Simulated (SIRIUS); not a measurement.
Crystal: TaN.

```
CELL_PARAMETERS angstrom
0.00000 2.21132 2.21132
2.21132 0.00000 2.21132
2.21132 2.21132 0.00000
ATOMIC_POSITIONS crystal
Ta 0.50000 0.50000 0.50000
N 0.00000 0.00000 0.00000
```

The cell comes from a database or a generator and needn't be the stable form of this composition.

Base run:

* Program: SIRIUS 7.12.0
* Functional: xPBE
* Potentials or basis: PseudoDojo 0.4.1 PBE standard (scalar relativistic)
* Cutoff: 1152 eV
* Density cutoff: 4606 eV
* k mesh: 10 × 10 × 10
* Occupations: fermi-dirac, width 0.05 eV
* Spin: no spin polarisation

Its results: band gap on the k mesh none (metal or under the smearing width); pressure 1.4 GPa.

Problem. After a change of settings the same cell gave: band gap on the k mesh none (metal or under the smearing width); pressure 2.2 GPa. Which change was it?
A. functional from xPBE to RPBE; libxc names from ["XC_GGA_X_XPBE", "XC_GGA_C_XPBE"] to ["XC_GGA_X_RPBE", "XC_GGA_C_PBE"]
B. functional from xPBE to LDA; libxc names from ["XC_GGA_X_XPBE", "XC_GGA_C_XPBE"] to ["XC_LDA_X", "XC_LDA_C_PW"]
C. functional from xPBE to revPBE; libxc names from ["XC_GGA_X_XPBE", "XC_GGA_C_XPBE"] to ["XC_GGA_X_PBE_R", "XC_GGA_C_PBE"]
D. functional from xPBE to BLYP; libxc names from ["XC_GGA_X_XPBE", "XC_GGA_C_XPBE"] to ["XC_GGA_X_B88", "XC_GGA_C_LYP"]

Solution. A.

Caveats: the potentials were made for another functional, which shifts forces and pressure.

Not every run made on this cell is shown here.
